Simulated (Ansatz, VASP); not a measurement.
# BeS: VASP beside Ansatz

INCAR

```
  ALGO = Normal
  EDIFF = 1E-6
  ENCUT = 520
  GGA = PE
  ISIF = 2
  ISMEAR = -1
  LASPH = True
  LCHARG = False
  LREAL = False
  LWAVE = False
  NBANDS = 11
  NELM = 60
  PREC = Accurate
  SIGMA = 0.02
```

KPOINTS

```
k-points
0
Gamma
  10 10 10
```

File POSCAR:

```
BeS
1.0
    0.0000000000      2.3636431409      2.3636431409
    2.3636431409      0.0000000000      2.3636431409
    2.3636431409      2.3636431409      0.0000000000
Be S
1 1
Direct
    0.0000000000      0.0000000000      0.0000000000
    0.5000000000      0.5000000000      0.5000000000
```

Input for Ansatz:

```yaml
crystal:
  lattice:
    - [0.0, 2.3636431409, 2.3636431409]
    - [2.3636431409, 0.0, 2.3636431409]
    - [2.3636431409, 2.3636431409, 0.0]
  atoms:
    - { symbol: Be, position: [0.0, 0.0, 0.0] }
    - { symbol: S, position: [0.5, 0.5, 0.5] }
kpoints:
  mp_grid: { grid: [10, 10, 10] }
  band_path:
    path:
      - [0.0, 0.0, 0.0]
      - [0.5, 0.0, 0.5]
      - [0.625, 0.25, 0.625]
      - [0.375, 0.375, 0.75]
      - [0.5, 0.5, 0.5]
      - [0.5, 0.25, 0.75]
      - [0.0, 0.151042, -0.151042]
      - [0.0, 0.5, 0.5]
    npoints: 1
hamiltonian:
  xc: pbe
scf:
  occupations: { method: fermi_dirac, width: 0.02 }
  n_extra_bands: 4
output:
  forces: true
  stress: true
  eigenvalues: true
```

Change from the starting cell: hydrostatic strain +2.0%.

Alike in both runs: task single point; functional PBE; k mesh 10 × 10 × 10; occupations fermi-dirac, width 0.02 eV; no spin polarisation.

```csv
,VASP,Ansatz
version,VASP 6.6.1,Ansatz 0.2.0
potentials or method,"VASP PAW PBE potentials, release 64 (Be, S)","plane waves, PAW"
plane-wave cutoff (eV),520,420
valence electrons in the cell,8,8
```

|  | VASP | Ansatz | Ansatz less VASP |
| --- | --- | --- | --- |
| gap on the k mesh at the Fermi level (eV) | 0.99 | 0.99 | -0.005 |
| pressure (GPa) | -6.1 | -6.0 | +0.09 |

A k mesh can miss the band edges.
